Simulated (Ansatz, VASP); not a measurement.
**PtSe2: VASP beside Ansatz**

```
Pt Se
1.0
     4.02192    0.00000    0.00000
    -2.01096    3.48309    0.00000
     0.00000    0.00000    4.65704
Pt Se
1 2
Direct
  0.00000 0.00000 0.00000
  0.33333 0.66667 0.25000
  0.66667 0.33333 0.75000
```

Change from the starting cell: strain +0.080 along x and y, -0.080 along z, atoms carried along.

Alike in both runs: task single point; functional PBE; k mesh 12 × 12 × 10; occupations gaussian, width 0.15 eV; no spin polarisation.

|  | VASP | Ansatz |
| --- | --- | --- |
| version | VASP 6.6.1 | Ansatz 0.2.0 |
| potentials or method | VASP PAW PBE potentials, release 64 (Pt, Se) | scalar-relativistic, plane waves, PAW |
| plane-wave cutoff (eV) | 520 | 420 |
| valence electrons in the cell | 22 | 50 |

|  | VASP | Ansatz | Ansatz less VASP |
| --- | --- | --- | --- |
| gap on the k mesh at the Fermi level (eV) | none | none | - |
| pressure (GPa) | -5.4 | -5.4 | +0.04 |
| largest component of the traceless stress (GPa) | 6.45 | 6.45 | -0.001 |

A gap of «none» marks a metal or a gap that the smearing closes. The two sets of potentials don't hold the same shells in valence.

Spin-orbit coupling is left out, which matters for the levels of Pt.
